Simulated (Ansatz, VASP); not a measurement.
**Two plane-wave programs on InAs**

```xyz
2
Lattice="0.0000 3.0180 3.0180 3.0180 0.0000 3.0180 3.0180 3.0180 0.0000" Properties=species:S:1:pos:R:3 pbc="T T T"
In    0.0000    0.0000    0.0000
As    4.5270    4.5270    4.5270
```

Alike in both runs: task single point; functional PBE; k mesh 8 × 8 × 8; occupations fermi-dirac, width 0.05 eV; no spin polarisation.

```csv
,VASP,Ansatz
version,VASP 6.6.1,Ansatz 0.2.0
potentials or method,"VASP PAW PBE potentials, release 64 (In_d, As)",Ansatz PAW
plane-wave cutoff (eV),520,420
valence electrons in the cell,18,28
```

VASP gave:

```
gap on the k mesh at the Fermi level (eV) : none
pressure (GPa)                            : 4.4
```

Task: Estimate Ansatz's values.

Result: gap on the k mesh at the Fermi level (eV): none; pressure (GPa): 4.3.

A gap of «none» marks a metal or a gap that the smearing closes. The two sets of potentials don't hold the same shells in valence.

Caveats: this crystal is a semiconductor, whose small gap the functional closes, so the metal is an error of the method.
